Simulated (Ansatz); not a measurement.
Relaxing zirconium (bcc)

Computed with DFT, r2SCAN, plane waves (500 eV) with PAW, scalar-relativistic (Ansatz). The PAW files were generated under PBE, with cores re-solved for the functional.

k-point mesh 12×12×12, Fermi-Dirac smearing 0.1 eV, no spin polarisation. Cell and atoms relax.

Starting structure:

```
Zr
1.0
    -1.79878    1.79878    1.79878
     1.79878   -1.79878    1.79878
     1.79878    1.79878   -1.79878
Zr
1
Direct
  0.00000 0.00000 0.00000
```

Question: What cell does the relaxation end in?

Answer: Im-3m with a = 3.584 Å; 23.03 Å³ per atom against 23.28 at the start (-1.1 %).

Question: How much energy does the relaxation gain?

Answer: 0.8 meV per atom.

Path of the relaxation (the plane waves are chosen anew near the end, which can shift the energy a little):

```
step  E − E(final) (meV/atom)  V (Å³/atom)  P (GPa)  max force (eV/Å)
   0                     0.77       23.281    -0.96             0.000
   1                     0.24       22.820     0.81             0.000
   2                    -0.15       23.028    -0.01             0.000
   3                     0.00       23.028    -0.01             0.000
```
